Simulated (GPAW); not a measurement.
Set up this calculation in GPAW 26.7.0, as an ASE script.

```
Task                : relaxation of cell and atoms
Functional          : PBEsol
Potentials or basis : PAW data sets generated in the run's folder for this functional
Cutoff              : 800 eV
Basis               : pw
k mesh              : 9 × 9 × 9
Occupations         : fermi-dirac, width 0.05 eV
Spin                : no spin polarisation
Target pressure     : 20 GPa
Maxiter             : 150
Optimizer           : BFGS
Fmax                : 0.02 eV/Å
Max steps           : 60
Target pressure     : 20 GPa
Convergence         : density=1e-05 forces=0.0001
```

The system is PbO2.

```
Pb O
1.0
     0.00000    2.70199    2.70199
     2.70199    0.00000    2.70199
     2.70199    2.70199    0.00000
Pb O
1 2
Direct
  0.00000 0.00000 0.00000
  0.75000 0.75000 0.75000
  0.25000 0.25000 0.25000
```

The cell comes from a database or a generator and needn't be the stable form of this composition.

One way to write it, as run:

run.py

```python
from ase import Atoms
from ase.filters import FrechetCellFilter
from ase.io import write
from ase.optimize import BFGS
from ase.units import GPa
from gpaw import GPAW, PW, setup_paths

setup_paths.insert(0, '.')

atoms = Atoms(['Pb', 'O', 'O'],
              cell=[[0.0, 2.701992, 2.701992],
                    [2.701992, 0.0, 2.701992],
                    [2.701992, 2.701992, 0.0]],
              scaled_positions=[[0.0, 0.0, 0.0],
                                [0.75, 0.75, 0.75],
                                [0.25, 0.25, 0.25]],
              pbc=True)

calc = GPAW(mode=PW(800),
            xc='PBEsol',
            kpts={'size': (9, 9, 9), 'gamma': True},
            occupations={'name': 'fermi-dirac', 'width': 0.05},
            nbands=24,
            convergence={'density': 1e-05, 'forces': 0.0001},
            maxiter=150,
            txt='gpaw.txt')
atoms.calc = calc
opt = BFGS(FrechetCellFilter(atoms, scalar_pressure=20 * GPa), trajectory='relax.traj', logfile='-')
done = opt.run(fmax=0.02, steps=60)
calc.write('gs.gpw')
write('result.traj', atoms)
print('Converged:', done)
print('Cell:', atoms.cell.cellpar().round(4))
print('Volume:', round(atoms.get_volume(), 4))
print(atoms.get_scaled_positions().round(5))
```

Potentials or basis: PAW data sets generated in the run's folder for this functional, pw.

Launch:

```console
$ gpaw-setup -f PBEsol O Pb
$ OMP_NUM_THREADS=1 python run.py
```

It gave:

- Relaxed volume: 11.29 Å³/atom
- Relaxed cell: a = 3.632 Å, b = 3.632 Å, c = 3.632 Å, α = 60.00°, β = 60.00°, γ = 60.00°
- Space group after relaxing (to 0.05 Å): Fm-3m (No. 225)
- Energy change on relaxing (the enthalpy is what falls): +53.4 meV/atom
- Ionic steps: 5
- Pressure after relaxing: 20.0 GPa
- Band gap on the k mesh: none (metal or under the smearing width)

Caveat: later steps reuse the first step's grids.

Run time: 110 s on 1 thread of Arm Neoverse V2, with other jobs on the host, peak memory 0.29 GiB.
